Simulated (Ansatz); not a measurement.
**CdF2: biaxial strain in the a-b plane**

One table from this session's results is given with a row withheld; the runs are named, their logs left out.

Computed with Ansatz 0.2.0 (DFT PBE, scalar-relativistic, plane waves, PAW, unless a step's input says otherwise).

2 further runs of the same task are left out: 2 set aside as unsound or not needed.

### Starting point

The structure is cubic, space group Fm-3m (No. 225). The conventional cell has a = 5.481 Å, b = 5.481 Å, c = 5.481 Å, α = 90.00°, β = 90.00°, γ = 90.00°. Cd (site symmetry m-3m) is surrounded by 8 F at 2.37 Å. F (site symmetry -43m) is surrounded by 4 Cd at 2.37 Å.

Structure file:

```
Cd F
1.0
     2.74074    2.74074    0.00000
    -2.74074    2.74074    0.00000
     0.00000    0.00000    5.48148
Cd F
2 4
Direct
  0.00000 0.00000 0.00000
  0.50000 0.50000 0.50000
  0.00000 0.50000 0.75000
  0.50000 0.00000 0.75000
  0.50000 0.00000 0.25000
  0.00000 0.50000 0.25000
```

The unstrained cell comes from an earlier run at this level (6 atoms, E(σ→0) -19744.3383 eV, gap 2.92 eV over the zone).

The first run:

input.yaml

```yaml
crystal:
  lattice:
    - [2.6859232686, 2.6859232686, 0.0]
    - [-2.6859232686, 2.6859232686, 0.0]
    - [0.0, 0.0, 5.547253771]
  atoms:
    - { symbol: Cd, position: [0.0, 0.0, 0.0] }
    - { symbol: Cd, position: [0.5, 0.5, 0.5] }
    - { symbol: F, position: [0.0, 0.5, 0.75] }
    - { symbol: F, position: [0.5, 0.0, 0.75] }
    - { symbol: F, position: [0.5, 0.0, 0.25] }
    - { symbol: F, position: [0.0, 0.5, 0.25] }
basis:
  ecutwfc: 420
kpoints:
  mp_grid: { grid: [6, 6, 4] }
hamiltonian:
  xc: pbe
scf:
  occupations: { method: gaussian, width: 0.02 }
output:
  forces: true
  stress: true
  eigenvalues: true
relax:
  adjacent_minimum: "off"
  f_tol: 0.008
  max_steps: 40
  cell: { stress_tol: 0.015, fix: [a, b, gamma] }
```

Started as:

```bash
> ansatz run input.yaml --threads 1 --pin off --max-ram 2560MiB --backend cpu --events-out ev --progress --plain --runs-dir out
```

Steps of the session up to this table: Strain -2.0 %; The gap over the whole zone at -2.0 %; The cell strained by +2.0 %; Seeking the band edges at +2.0 %; Strain -4.0 %; Seeking the band edges at -4.0 %; Strain +4.0 %; Seeking the band edges at +4.0 %; The cell strained by -6.0 %; Seeking the band edges at -6.0 %; The cell strained by +6.0 %; Band edges over the zone at +6.0 %.

One table of the session follows, with a row left open; its other results are not shown here.

It belongs to the step «Energy, stress and gap against strain». Lengths are those of the vectors of the cell that was run; stresses in GPa:

```
strain (%)  ΔE (meV/atom)  a (Å)  b (Å)  c (Å)  gap (eV)
      -6.0           60.0  3.643  3.643  5.753      2.91
      -4.0           26.0  3.721  3.721  5.655      2.96
      -2.0            6.4  3.798  3.798  5.564      2.96
      +0.0            0.0  3.876  3.876  5.481      2.92
      +2.0              ?      ?      ?      ?         ?
      +4.0           23.5  4.031  4.031  5.346      2.58
      +6.0           51.5  4.109  4.109  5.292      2.34
```

Estimate the missing values for strain (%) = +2.0.

Worked estimate for «ΔE (meV/atom)». A straight line through the neighbours (0.0, 0.0) and (4.0, 23.5) gives 0.0 + (23.5 − 0.0) × (2.0 − 0.0) / (4.0 − 0.0) = 11.8; a parabola fitted to 4 rows on both sides gives 6.0.

**Answer.** ΔE (meV/atom): 6.0; a (Å): 3.954; b (Å): 3.954; c (Å): 5.408; gap (eV): 2.78. In «ΔE (meV/atom)» the line misses by +5.8 and the parabola by 0.0.

ΔE is over the unstrained cell. Stress in GPa, positive in compression, on the Cartesian axes of the input. Gaps are Kohn-Sham gaps over the whole zone.

Limits of these values: The gap runs from 2.91 eV at -6.0 % through 2.92 to 2.34 eV at +6.0 %.
